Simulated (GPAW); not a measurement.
# GeS (Pnma) in GPAW: reference runs

Aim: a first look at GeS with PBE, on the cell as given.

All numbers are computed with GPAW 26.7.0; they aren't measurements. Logs are shortened: lines on timing, memory, paths and dates and some standing lists are left out, and cuts for length are marked. The log counts tension as positive stress, the text compression.

## (1) Starting point

It takes space group Pnma (No. 62, orthorhombic). The conventional cell has a = 10.481 Å, b = 3.646 Å, c = 4.299 Å, α = 90.00°, β = 90.00°, γ = 90.00°. Around Ge (site symmetry m) lie 3 S at 2.44 to 2.45 Å. Around S (site symmetry m) lie 3 Ge at 2.44 to 2.45 Å.

## (2) Single point, PBE

The input, run.py:

```python
from ase import Atoms
from ase.dft.bandgap import bandgap
from ase.io import write
from ase.units import Bohr, GPa
from gpaw import GPAW, PW
from gpaw.elf import elf_from_dft_calculation

atoms = Atoms(['Ge', 'Ge', 'Ge', 'Ge', 'S', 'S', 'S', 'S'],
              cell=[[10.481, 0.0, 0.0],
                    [0.0, 3.646, 0.0],
                    [0.0, 0.0, 4.299]],
              scaled_positions=[[0.8779, 0.75, 0.8723],
                                [0.6221, 0.25, 0.3723],
                                [0.3779, 0.75, 0.6277],
                                [0.1221, 0.25, 0.1277],
                                [0.1505, 0.75, 0.4977],
                                [0.3495, 0.25, 0.9977],
                                [0.6505, 0.75, 0.0023],
                                [0.8495, 0.25, 0.5023]],
              pbc=True)

calc = GPAW(mode=PW(600),
            xc='PBE',
            kpts={'size': (3, 7, 6), 'gamma': True},
            occupations={'name': 'fermi-dirac', 'width': 0.05},
            nbands=37,
            convergence={'density': 1e-05, 'energy': 1e-05},
            maxiter=150,
            txt='gpaw.txt')
atoms.calc = calc
energy = atoms.get_potential_energy()
forces = atoms.get_forces()
stress = atoms.get_stress()
calc.write('gs.gpw')
write('result.traj', atoms)
print(f'Energy: {energy:.6f} eV')
print('Forces (eV/A):')
print(forces.round(4))
print('Stress (GPa):', (stress / GPa).round(3))
print('Fermi level:', round(calc.get_fermi_level(), 4), 'eV')
print(f'Gap: {bandgap(calc)[0]:.4f} eV, direct: {bandgap(calc, direct=True)[0]:.4f} eV')

# fields on the real-space grid
write('density.cube', atoms, data=calc.get_pseudo_density() * Bohr**3)
write('potential.cube', atoms, data=calc.get_electrostatic_potential())
write('elf.cube', atoms, data=elf_from_dft_calculation(calc).data)
```

Potentials or basis: GPAW PAW data sets (gpaw-data 1.2.1), pw.

Launch:

```
$ OMP_NUM_THREADS=1 python run.py
```

gpaw.txt:

```text
__  _  _
 | _ |_)|_||  |
 |__||  | ||/\| - 26.7.0

Input parameters:
  mode=PW(ecut=600.0),
  convergence={'density': 1e-05, 'energy': 1e-05},
  kpts=MonkhorstPack(size=(3, 7, 6), gamma=True),
  maxiter=150,
  nbands=37,
  occupations=Occupations(name='fermi-dirac', width=0.05),
  xc=XC(name='PBE')

Diagonalizing LCAO Hamiltonian
Converting LCAO to pw mode
   .-------------------------.
  /|                     Ge  |
 * |       SGe               |
 | |  S                      |
 | |                    S    |
 | .--------------Ge---------.
 |/  Ge                     /
 *-------------------------*

Atoms  # Å, Bohr magnetons
|   | symbol |        x |        y |        z |    initial magnetic moments |
|---|--------|----------|----------|----------|-----------------------------|
| 0 |     Ge | 9.201270 | 2.734500 | 3.750018 | ( 0.0000,  0.0000,  0.0000) |
| 1 |     Ge | 6.520230 | 0.911500 | 1.600518 | ( 0.0000,  0.0000,  0.0000) |
| 2 |     Ge | 3.960770 | 2.734500 | 2.698482 | ( 0.0000,  0.0000,  0.0000) |
| 3 |     Ge | 1.279730 | 0.911500 | 0.548982 | ( 0.0000,  0.0000,  0.0000) |
| 4 |      S | 1.577390 | 2.734500 | 2.139612 | ( 0.0000,  0.0000,  0.0000) |
| 5 |      S | 3.663109 | 0.911500 | 4.289112 | ( 0.0000,  0.0000,  0.0000) |
| 6 |      S | 6.817890 | 2.734500 | 0.009888 | ( 0.0000,  0.0000,  0.0000) |
| 7 |      S | 8.903609 | 0.911500 | 2.159388 | ( 0.0000,  0.0000,  0.0000) |

Unit cell  # Å
| periodic |         x |        y |        z |   lengths |    angles |
|----------|-----------|----------|----------|-----------|-----------|
|      yes | 10.481000 | 0.000000 | 0.000000 | 10.481000 | 90.000000 |
|      yes |  0.000000 | 3.646000 | 0.000000 |  3.646000 | 90.000000 |
|      yes |  0.000000 | 0.000000 | 4.299000 |  4.299000 | 90.000000 |

Number of symmetries: 2
Symmetry operations  # r_c * U_cc + t_c -> r_c
|   | kind |            matrix            |
|---|------|------------------------------|
| 0 |  E   |  1, 0, 0,  0, 1, 0,  0, 0, 1 |
| 1 |  i   | -1, 0, 0,  0,-1, 0,  0, 0,-1 |

BZ-sampling:
  Number of BZ points: 126
  Number of IBZ points: 64

  Monkhorst-Pack size: [3, 7, 6]
  Monkhorst-Pack shift: [0.0, 0.0, 0.08333333333333333]

K-points  # in reciprocal-cell coordinates
|     |                                coordinates |     weight |
|-----|--------------------------------------------|------------|
|   0 | (  0.00000000,   0.00000000,   0.00000000) | 0.00793651 |
|   1 | (  0.00000000,   0.00000000,   0.16666667) | 0.01587302 |
|   2 | (  0.00000000,   0.00000000,   0.33333333) | 0.01587302 |
|   3 | (  0.00000000,   0.00000000,   0.50000000) | 0.00793651 |
|   4 | (  0.00000000,   0.14285714,  -0.33333333) | 0.01587302 |
|   5 | (  0.00000000,   0.14285714,  -0.16666667) | 0.01587302 |
|   6 | (  0.00000000,   0.14285714,   0.00000000) | 0.01587302 |
|   7 | (  0.00000000,   0.14285714,   0.16666667) | 0.01587302 |
|   8 | (  0.00000000,   0.14285714,   0.33333333) | 0.01587302 |
|   9 | (  0.00000000,   0.14285714,   0.50000000) | 0.01587302 |
| ... |                                            |            |
|  63 | (  0.33333333,   0.42857143,   0.50000000) | 0.01587302 |

Plane wave coefficients: 5516
Cutoff: 600.0 eV

Spin-components: 1 (collinear spins)
Bands:           37
Projectors:      40
Spin-degeneracy: 2
Datatype:        complex128

Parallelization:
  kpt:    1
  domain: 1
  band:   1

Density:
  Valence electrons: 40.0
  Components: 1
  Grid points: [60 21 25]
  Charge: 0.0  # |e|

Potential:
  Grid points: [60 21 25]

species:
  Ge:
    name:    Germanium
    Z:       32.0
    valence: 4
    core:    28
    charge:  0.0  # [|e|]
    compensation charges:
      type: gauss
      rc: 0.32  # [Å]
      lmax: 2
    cutoffs:
      filter: 1.77  # [Å]
      core: 3.42  # [Å]
    projectors
    | kind |    occ | energy [eV] | rcut [Å] |
    |------|--------|-------------|----------|
    |   4s |  2.000 |     -11.726 |    1.005 |
    |   4p |  2.000 |      -3.896 |    1.005 |
    |    s |        |      15.485 |    1.005 |
    |    p |        |      23.315 |    1.005 |
    |    d |        |       0.000 |    1.005 |

    Using partial waves for Ge as LCAO basis

  S:
    name:    Sulfur
    Z:       16.0
    valence: 6
    core:    10
    charge:  0.0  # [|e|]
    compensation charges:
      type: gauss
      rc: 0.24  # [Å]
      lmax: 2
    cutoffs:
      filter: 1.77  # [Å]
      core: 1.66  # [Å]
    projectors
    | kind |    occ | energy [eV] | rcut [Å] |
    |------|--------|-------------|----------|
    |   3s |  2.000 |     -17.254 |    0.974 |
    |   3p |  4.000 |      -7.008 |    0.979 |
    |    s |        |       9.957 |    0.974 |
    |    p |        |      20.203 |    0.979 |
    |    d |        |       0.000 |    0.900 |

    Using partial waves for S as LCAO basis

Reference energy: -271821.031000  # eV

eigensolver:
  PPCG
  Converge bands: occupied
  niter=2

density mixing:
  MSR1-Mixer
  Pratt-step length: 0.05
  Maximum mixing coefficient: 0.75
  Old densities: 10
  SVD Regularization: 0.005
  Good broyden scale: 1.0
  Trust region scale: 1.0
  Backstep threshold: 4.0
  History deletion threshold: 6.0
  Fourier metric: weight=20.0, sigma=0.015

occupation numbers:
  Fermi-Dirac:
    width: 0.0500  # eV

poisson solver:
  ecut: 4800.0  # eV

xc functional:
  name: PBE with 2 nearest neighbor stencil

convergence criteria:
- Maximum integral of absolute [dens]ity change: 1e-05 electrons / valence electron
- Maximum [total energy] change in last 3 cyles: 1e-05 eV / valence electron
- Maximum integral of absolute [eigenst]ate change: 4e-08 eV^2 / valence electron
maximum number of iterations: 150

SCF iterations
|iter     | |      energy | eigst |  dens |
|---------|-|-------------|-------|-------|
|iter:   1| |  -37.111810 | +0.18 |       |
|iter:   2| |  -37.094304 | -1.80 | -1.01 |
|iter:   3| |  -36.590926 | -1.94 | -1.05 |
|iter:   4| |  -36.561985 | -2.66 | -1.52 |
|iter:   5| |  -36.562119 | -3.45 | -1.98 |
|iter:   6| |  -36.558876 | -3.87 | -2.27 |
|iter:   7| |  -36.556625 | -4.56 | -2.47 |
|iter:   8| |  -36.556651 | -6.09 | -3.19 |
|iter:   9| |  -36.556654c| -7.34 | -3.76 |
|iter:  10| |  -36.556654c| -7.50c| -4.42 |
|iter:  11| |  -36.556654c| -8.30c| -5.09c|

Converged in 11 steps
Energy contributions relative to reference atoms: (reference = -271821.031000)

Energy contributions:
  Kinetic:          55.248518
  Coulomb:         -54.865450
  Zero:              0.394748
  External:          0.000000
  Xc:              -37.334469
  Entropy:          -0.000001
  Spinorbit:         0.000000
  ----------------------------
  Free energy:     -36.556654
  Extrapolated:    -36.556654

dipole moment: (0.001305, 0.000454, 0.000535)  # |e|*Ang

Fermi level: 6.381
Eigenvalues  # (at kpt = [0.000, 0.000, 0.000])
| band index |      eig [eV] | occ [0-2] |
|------------|---------------|-----------|
|          0 |        -8.839 |     2.000 |
|        ... |               |           |
|         12 |         2.289 |     2.000 |
|         13 |         2.667 |     2.000 |
|         14 |         3.573 |     2.000 |
|         15 |         3.729 |     2.000 |
|         16 |         4.118 |     2.000 |
|         17 |         4.960 |     2.000 |
[... 8 lines left out ...]
|         26 |         9.758 |     0.000 |
|         27 |        10.507 |     0.000 |
|        ... |               |           |
|         36 |        14.416 |     0.000 |

Gap: 1.114 eV
Transition (v -> c):
  (s=0, k=0, n=19, [0.00, 0.00, 0.00]) -> (s=0, k=0, n=20, [0.00, 0.00, 0.00])
No difference between direct/indirect transitions

Forces  # eV/Ang
|        x |        y |        z |
|----------|----------|----------|
|  0.12830 |  0.00000 |  0.14087 |  # Ge   0
| -0.12831 | -0.00000 |  0.14089 |  # Ge   1
|  0.12831 |  0.00000 | -0.14089 |  # Ge   2
| -0.12830 | -0.00000 | -0.14087 |  # Ge   3
| -0.06491 |  0.00001 |  0.14028 |  # S    4
|  0.06509 | -0.00002 |  0.14022 |  # S    5
| -0.06509 |  0.00002 | -0.14022 |  # S    6
|  0.06491 | -0.00001 | -0.14028 |  # S    7

Stress tensor  # eV/Ang^3
|         x |         y |         z |
|-----------|-----------|-----------|
| -0.013606 |  0.000000 |  0.000000 |
|  0.000000 | -0.015967 | -0.000000 |
|  0.000000 | -0.000000 | -0.015156 |

# Writing to gs.gpw (mode='')
```

Run time: 3.6 min. Hardware: 1 thread of Arm Neoverse V2, shared host; peak memory 0.49 GiB.

Results:

```
Free energy            : -36.5567 eV
Pressure               : 2.4 GPa
Largest force          : 0.191 eV/Å
Band gap on the k mesh : 1.11 eV, direct
```

Forces in eV/Å, atoms in the order of the input:
```
Ge   0.128  0.000  0.141
Ge  -0.128  0.000  0.141
Ge   0.128  0.000 -0.141
Ge  -0.128  0.000 -0.141
S   -0.065  0.000  0.140
S    0.065  0.000  0.140
S   -0.065  0.000 -0.140
S    0.065  0.000 -0.140
```

Stress tensor (GPa, compression positive):
```
2.18 0.00 0.00
0.00 2.56 0.00
0.00 0.00 2.43
```

Levels at points of the mesh, in eV from the valence-band top:
| k point | band 16 | band 17 | band 18 | band 19 | band 20 | band 21 | band 22 | band 23 | band 24 | band 25 |
| --- | --- | --- | --- | --- | --- | --- | --- | --- | --- | --- |
| (0.00, 0.00, 0.00) | -2.08 | -1.69 | -0.84 | -0.84 | 0.00 | 1.11 | 2.56 | 2.75 | 3.02 | 3.14 |
| (0.00, 0.00, 0.50) | -1.66 | -0.96 | -0.96 | -0.19 | -0.19 | 1.71 | 1.71 | 2.60 | 2.60 | 2.82 |

Caveat: an odd mesh through Γ misses points on the zone boundary, where band edges often lie.
